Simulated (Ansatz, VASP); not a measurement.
## Two plane-wave programs on Ge

The input INCAR:

```
PREC     = Accurate       # precision mode
ENCUT    = 520            # plane-wave cutoff, eV
EDIFF    = 1E-6           # SCF threshold, eV
ISMEAR   = 1              # smearing method
SIGMA    = 0.3            # smearing width, eV
LREAL    = False          # projectors in reciprocal space
LASPH    = True           # aspherical terms in the spheres
NELM     = 60             # most SCF steps
ALGO     = Normal         # electronic algorithm
ISIF     = 2              # what is computed and relaxed
LWAVE    = False          # write WAVECAR
LCHARG   = False          # write CHGCAR
GGA      = PS             # functional
IVDW     = 13             # dispersion correction
NBANDS   = 36             # bands
```

File KPOINTS:

```
regular mesh
0
Gamma
  6 6 2
```

File POSCAR:

```
Ge
1.0
    4.0504050000      0.0000000000      0.0000000000
   -2.0252020000      3.5077530000      0.0000000000
    0.0000000000      0.0000000000     10.9933590000
Ge
4
Direct
    0.0000000000      0.0000000000      0.9774520000
    0.0000000000      0.0000000000      0.4774520000
    0.3333333333      0.6666666667      0.9148480000
    0.6666666667      0.3333333333      0.4148480000
```

Input for Ansatz:

```yaml
crystal:
  lattice:
    - [4.050405, 0.0, 0.0]
    - [-2.025202, 3.507753, 0.0]
    - [0.0, 0.0, 10.993359]
  atoms:
    - { symbol: Ge, position: [0.0, 0.0, 0.9774520000000001] }
    - { symbol: Ge, position: [0.0, 0.0, 0.477452] }
    - { symbol: Ge, position: [0.33333333333333337, 0.6666666666666666, 0.914848] }
    - { symbol: Ge, position: [0.6666666666666667, 0.3333333333333333, 0.41484799999999994] }
kpoints:
  mp_grid:
    grid: [6, 6, 2]
hamiltonian:
  xc: pbesol
  dispersion: d4
  pseudopotentials:
    kind: paw
scf:
  occupations:
    method: methfessel_paxton
    width: 0.3
```

This isn't the form of Ge at room conditions, which is diamond.

Alike in both runs: task single point; functional PBEsol; dispersion D4; k mesh 6 × 6 × 2; occupations methfessel-paxton of order 1, width 0.3 eV; no spin polarisation.

|  | VASP | Ansatz |
| --- | --- | --- |
| version | VASP 6.6.1 | Ansatz 0.2.0 |
| potentials or method | VASP PAW PBE potentials, release 64 (Ge_d) | plane waves, PAW |
| plane-wave cutoff (eV) | 520 | 420 |
| valence electrons in the cell | 56 | 56 |

```csv
,VASP,Ansatz,Ansatz less VASP
dispersion energy (meV/atom),-130.8,-130.9,-0.15
```
